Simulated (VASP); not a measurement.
# C in VASP: settings compared, part 2 of 4

VASP 6.6.1.

## (3) Relaxation of cell and atoms, PBE+D3(BJ)

Contents of INCAR:

```
SYSTEM = C
ALGO = Normal
EDIFF = 1E-7
EDIFFG = -0.005
ENCUT = 600
GGA = PE
IBRION = 2
ISIF = 3
ISMEAR = 0
IVDW = 12
KPAR = 4
LASPH = .TRUE.
LATTICE_CONSTRAINTS = .TRUE. .TRUE. .FALSE.
LCHARG = .FALSE.
LREAL = .FALSE.
LWAVE = .FALSE.
NELM = 80
NSW = 90
PREC = Accurate
SIGMA = 0.03
```

Contents of KPOINTS:

```
k-points
0
G
  15 15 1
  0 0 0
```

Contents of POSCAR:

```
C                                       
1.0
    2.4657306184      0.0000000000      0.0000000000
   -1.2328653092      2.1353853547      0.0000000000
    0.0000000000      0.0000000000     21.9015365000
  C             
     4
Direct
     0.0000000000000000    0.0000000000000000    0.4231045537163746
     0.6666666699999979    0.3333333400000029    0.4230694007256933
     0.0000000000000000    0.0000000000000000    0.5768954462836255
     0.3333333300000021    0.6666666599999971    0.5769305992743067
```

Potentials or basis: VASP PAW PBE potentials, release 64 (C).

The run is started by

```sh
cat potpaw_PBE.64/C/POTCAR > POTCAR
mpirun -np 4 vasp_std > vasp.out
```

OUTCAR:

```text
SYSTEM = C
   EDIFF = 1E-7
   EDIFFG = -0.005
   ENCUT = 600
   GGA = PE
   IBRION = 2
   ISIF = 3
   ISMEAR = 0
   IVDW = 12
   LASPH = .TRUE.
   LREAL = .FALSE.
   NELM = 80
   NSW = 90
   PREC = Accurate
 IVDW          = 12

 ion  position               nearest neighbor table
   1  0.000  0.000  0.423-   2 1.42   2 1.42   2 1.42
   2  0.667  0.333  0.423-   1 1.42   1 1.42   1 1.42
   3  0.000  0.000  0.577-   4 1.42   4 1.42   4 1.42
   4  0.333  0.667  0.577-   3 1.42   3 1.42   3 1.42

  LATTYP: Found a hexagonal cell.
 ALAT       =     2.4657306184
 C/A-ratio  =     8.8823719577

  Lattice vectors:

 A1 = (   2.4657306184,   0.0000000000,   0.0000000000)
 A2 = (  -1.2328653092,   2.1353853547,   0.0000000000)
 A3 = (   0.0000000000,   0.0000000000,  21.9015365000)

Analysis of symmetry for initial positions (statically):
=====================================================================
 Subroutine PRICEL returns:
 Original cell was already a primitive cell.

 Routine SETGRP: Setting up the symmetry group for a
 hexagonal supercell.

 Subroutine GETGRP returns: Found 12 space group operations
 (whereof 12 operations were pure point group operations)
 out of a pool of 24 trial point group operations.

The static configuration has the point symmetry D_3d.

Analysis of symmetry for dynamics (positions and initial velocities):
=====================================================================
 Subroutine PRICEL returns:
 Original cell was already a primitive cell.

 Routine SETGRP: Setting up the symmetry group for a
 hexagonal supercell.

 Subroutine GETGRP returns: Found 12 space group operations
 (whereof 12 operations were pure point group operations)
 out of a pool of 24 trial point group operations.

The dynamic configuration has the point symmetry D_3d.

 Subroutine INISYM returns: Found 12 space group operations
 (whereof 12 operations are pure point group operations),
 and found     1 'primitive' translations

----------------------------------------------------------------------------------------

                                     Primitive cell

  volume of cell :     115.3178

  direct lattice vectors                    reciprocal lattice vectors
[... 125 lines left out ...]
  energy-cutoff  :      600.00
  volume of cell :      115.32
 maximum number of plane-waves:      3909
 NGX is ok and might be reduce to    20
   NGX =  9   NGY =  9   NGZ = 87

--------------------------------------- Ionic step        1  -------------------------------------------

 number of electron      16.0000000 magnetization

 Free energy of the ion-electron system (eV)
  ---------------------------------------------------
  ext. energy  EPLUGINS =         0.00000000
  ---------------------------------------------------
  free energy    TOTEN  =       -36.88313903 eV

  energy without entropy =      -36.88283813  energy(sigma->0) =      -36.88298858

------------------------ aborting loop because EDIFF is reached ----------------------------------------

 Edisp (eV)   -0.47766

 E8    (eV) :    -0.1429
[... 111 lines left out ...]
  FREE ENERGIE OF THE ION-ELECTRON SYSTEM (eV)
  ---------------------------------------------------
  free  energy   TOTEN  =       -37.3607981146 eV

  energy  without entropy=      -37.3604972134  energy(sigma->0) =      -37.36064766

[... ionic steps 4 to 14 ...]

--------------------------------------- Ionic step       15  -------------------------------------------

 number of electron      16.0000001 magnetization

------------------------ aborting loop because EDIFF is reached ----------------------------------------
[... 79 lines left out ...]
--------------------------------------- Ionic step       17  -------------------------------------------

 number of electron      16.0000001 magnetization

 Free energy of the ion-electron system (eV)
  ---------------------------------------------------
  ext. energy  EPLUGINS =         0.00000000
  ---------------------------------------------------
  free energy    TOTEN  =       -36.88588481 eV

  energy without entropy =      -36.88558391  energy(sigma->0) =      -36.88573436

 E-fermi :  -1.5298     XC(G=0):  -3.5431

 val. band max:       -1.5297777323   @ k =   0.3333   0.3333   0.0000
 cond. band min:      -1.5297777120   @ k =   0.3333   0.3333   0.0000
 fundamental gap:      0.0000000203
 Fermi energy:        -1.5297777221

 k-point     1 :       0.0000    0.0000    0.0000
  band No.  band energies     occupation
      1     -21.1088      2.00000
      2     -20.9720      2.00000
      3      -9.5846      2.00000
      4      -8.6689      2.00000
      5      -4.5619      2.00000
      6      -4.5619      2.00000
      7      -4.5538      2.00000
      8      -4.5538      2.00000
      9       1.9019      0.00000
     10       2.2821      0.00000
     11       2.9893      0.00000
     12       3.8903      0.00000
[... 331 lines left out ...]
 k-point    24 :       0.4000    0.2000    0.0000
  band No.  band energies     occupation
      1     -15.2155      2.00000
      2     -15.1674      2.00000
      3     -14.2153      2.00000
      4     -14.1845      2.00000
      5     -10.3843      2.00000
      6     -10.3380      2.00000
      7      -3.2068      2.00000
      8      -2.8817      2.00000
      9      -0.2459      0.00000
     10      -0.1620      0.00000
     11       9.0836      0.00000
     12       9.3790      0.00000

 [... further k-points ...]

------------------------ aborting loop because EDIFF is reached ----------------------------------------

 Edisp (eV)   -0.47502

 E8    (eV) :    -0.1420
[... 27 lines left out ...]
  FREE ENERGIE OF THE ION-ELECTRON SYSTEM (eV)
  ---------------------------------------------------
  free  energy   TOTEN  =       -37.3609089479 eV

  energy  without entropy=      -37.3606080468  energy(sigma->0) =      -37.36075850

 reached required accuracy - stopping structural energy minimisation
```

OSZICAR:

```text
N       E                     dE             d eps       ncg     rms          rms(c)
DAV:   1     0.135267060644E+03    0.13527E+03   -0.71766E+03   648   0.118E+03
DAV:   2    -0.248248714040E+02   -0.16009E+03   -0.14387E+03  1104   0.233E+02
DAV:   3    -0.389548919095E+02   -0.14130E+02   -0.14026E+02   808   0.847E+01
DAV:   4    -0.393228479299E+02   -0.36796E+00   -0.36680E+00   876   0.164E+01
[... 125 lines left out ...]
  16 F= -.37360904E+02 E0= -.37360754E+02  d E =-.131689E-05
       N       E                     dE             d eps       ncg     rms          rms(c)
DAV:   1    -0.368858845439E+02    0.15337E-04   -0.55698E-04   660   0.223E-01    0.403E-03
DAV:   2    -0.368858847334E+02   -0.18949E-06   -0.29059E-06   752   0.151E-02    0.267E-03
DAV:   3    -0.368858848117E+02   -0.78334E-07   -0.17643E-07   584   0.422E-03
  17 F= -.37360909E+02 E0= -.37360758E+02  d E =-.617591E-05
```

CONTCAR:

```text
C
   1.00000000000000
     2.4657358220866121    0.0000000000000000    0.0000000000000000
    -1.2328679110433061    2.1353898612248003    0.0000000000000000
     0.0000000000000000    0.0000000000000000   21.9015364999999989
  C
     4
Direct
     0.0000000000000000    0.0000000000000000    0.4224813296079176
     0.6666666699999979    0.3333333400000029    0.4224562682363406
     0.0000000000000000    0.0000000000000000    0.5775186703920896
     0.3333333300000021    0.6666666599999971    0.5775437317636593

  0.00000000E+00  0.00000000E+00  0.00000000E+00
  0.00000000E+00  0.00000000E+00  0.00000000E+00
  0.00000000E+00  0.00000000E+00  0.00000000E+00
  0.00000000E+00  0.00000000E+00  0.00000000E+00
```

It took 3.1 min on 4 MPI ranks of AMD EPYC 7R13 (Zen 3), shared host; peak memory 0.27 GiB.

What came out:

```yaml
Free_energy: -37.3609 eV
Energy_gained_by_relaxing: 0.0 meV/atom
Ionic_steps: 17
Band_gap_on_the_k_mesh: none (metal or under the smearing width)
Dispersion_energy_per_atom: -0.119 eV
```

The path:
```tsv
step	energy change (eV)	largest force (eV/Å)	pressure (GPa)	volume (Å³)
1	0.0000	0.0071	-0.03	115.32
2	0.0000	0.0056	-0.01	115.30
3	0.0000	0.0058	-0.01	115.30
4	0.0000	0.0067	-0.01	115.30
5	0.0000	0.0100	-0.03	115.32
6	0.0000	0.0161	-0.05	115.34
7	0.0000	0.0145	-0.04	115.33
8	0.0000	0.0141	-0.04	115.33
9	0.0000	0.0136	-0.04	115.33
10	0.0000	0.0138	-0.04	115.33
11	0.0000	0.0135	-0.04	115.33
12	-0.0001	0.0128	-0.04	115.32
13	-0.0001	0.0116	-0.04	115.32
14	-0.0001	0.0111	-0.03	115.31
15	-0.0001	0.0101	-0.03	115.31
16	-0.0001	0.0086	-0.05	115.32
17	-0.0001	0.0003	-0.04	115.32
```

Final structure:
```
C
1.0
     2.46574    0.00000    0.00000
    -1.23287    2.13539    0.00000
     0.00000    0.00000   21.90154
C
4
Cartesian
  0.0000 0.0000 9.2530
  1.2329 0.7118 9.2524
  0.0000 0.0000 12.6485
  0.0000 1.4236 12.6491
```

Levels at points of the mesh, in eV from the Fermi level:
```csv
k point,band 4,band 5,band 6,band 7,band 8,band 9,band 10,band 11,band 12
"(0.00, 0.00, 0.00)",-7.14,-3.03,-3.03,-3.02,-3.02,3.43,3.81,4.52,5.42
```

[end of part 2 of 4]
